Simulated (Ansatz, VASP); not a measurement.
# LiF in VASP and in Ansatz

```
Li F
1.0
     0.00000    2.01400    2.01400
     2.01400    0.00000    2.01400
     2.01400    2.01400    0.00000
Li F
1 1
Cartesian
  0.0000 0.0000 0.0000
  2.0140 2.0140 1.8265
```

Change from the starting cell: all F atoms moved +0.188 Å, as atom 2 towards its neighbour atom 1 (Li) at 2.014 Å.

Alike in both runs: task single point; functional PBE; k mesh 10 × 10 × 10; occupations gaussian, width 0.05 eV; no spin polarisation.

```csv
,VASP,Ansatz
version,VASP 6.6.1,Ansatz 0.2.0
potentials or method,"VASP PAW PBE potentials, release 64 (Li_sv, F)","scalar-relativistic, plane waves, PAW"
plane-wave cutoff (eV),520,420
valence electrons in the cell,10,10
```

|  | VASP | Ansatz | Ansatz less VASP |
| --- | --- | --- | --- |
| gap on the k mesh at the Fermi level (eV) | 9.04 | 9.04 | +0.002 |
| least direct gap on the mesh (eV) | 9.04 | 9.04 | +0.002 |
| rms of the force components (eV/Å) | 0.248 | 0.236 | -0.0115 |

Atom by atom the forces differ by 0.012 eV/Å (rms over components). The functional is the same, so the differences come from potentials, cutoffs and numerics.

 A k mesh can miss the band edges.
